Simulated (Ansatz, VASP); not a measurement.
Two plane-wave programs on SnO2

```
Sn O
1.0
     4.73735    0.00000    0.00000
     0.00000    4.73735    0.00000
     0.00000    0.00000    3.18640
Sn O
2 4
Cartesian
  0.0000 0.0000 0.0000
  2.3687 2.3687 1.5932
  1.4478 1.4478 0.0000
  0.9208 3.8165 1.5932
  3.2895 3.2895 0.0000
  3.8165 0.9208 1.5932
```

Alike in both runs: task single point; functional PBE; k mesh 4 × 4 × 6; occupations gaussian, width 0.1 eV; no spin polarisation.

|  | VASP | Ansatz |
| --- | --- | --- |
| version | VASP 6.6.1 | Ansatz 0.2.0 |
| potentials or method | VASP PAW PBE potentials, release 64 (Sn_d, O) | scalar-relativistic, plane waves, PAW |
| plane-wave cutoff (eV) | 520 | 420 |
| valence electrons in the cell | 52 | 52 |

|  | VASP | Ansatz | Ansatz less VASP |
| --- | --- | --- | --- |
| gap on the k mesh at the Fermi level (eV) | 1.24 | 1.25 | +0.010 |
| least direct gap on the mesh (eV) | 1.24 | 1.25 | +0.010 |
| pressure (GPa) | 11.5 | 10.8 | -0.72 |
| largest component of the traceless stress (GPa) | 1.75 | 1.53 | -0.212 |
| rms of the force components (eV/Å) | 0.024 | 0.017 | -0.0077 |

Atom by atom the forces differ by 0.008 eV/Å (rms over components).

Caveats: spin-orbit coupling is left out, which moves the levels of the heavy elements.
